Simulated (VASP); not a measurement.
Here is a VASP 6.6.1 calculation.

Contents of INCAR:

```
SYSTEM = GaSb
PREC     = Accurate       ! precision mode
ENCUT    = 520            ! plane-wave cutoff, eV
EDIFF    = 1E-6           ! SCF threshold, eV
ISMEAR   = 0              ! smearing method
SIGMA    = 0.15           ! smearing width, eV
LREAL    = .False.        ! projectors in reciprocal space
LASPH    = .True.         ! aspherical terms in the spheres
NELM     = 100            ! most SCF steps
ALGO     = Fast           ! electronic algorithm
ISIF     = 2              ! what is computed and relaxed
LWAVE    = .False.        ! write WAVECAR
LCHARG   = .False.        ! write CHGCAR
NBANDS   = 16             ! bands
```

The input KPOINTS:

```
regular mesh
0
Gamma
  16 16 16
  0 0 0
```

Contents of POSCAR:

```
GaSb
1.0
   -2.5647500000      2.5647500000      1.4155500000
    2.5647500000     -2.5647500000      1.4155500000
    2.5647500000      2.5647500000     -1.4155500000
Ga Sb
1 1
Direct
    0.2500000000      0.7500000000      0.5000000000
    0.0000000000      0.0000000000      0.0000000000
```

Potentials or basis: VASP PAW LDA potentials, release 64 (Ga_d, Sb).

Command:

```sh
$ cat potpaw_LDA.64/Ga_d/POTCAR potpaw_LDA.64/Sb/POTCAR > POTCAR
$ mpirun -np 1 vasp_std > vasp.out
```

(1) What does it give for the band gap on the k mesh?

(2) Predict the pressure.

Answers

(1) none (metal or under the smearing width).

(2) 18.4 GPa.

Caveat: so large a pressure means that the cell lies far from this level's equilibrium, or that cutoff or potentials fall short.
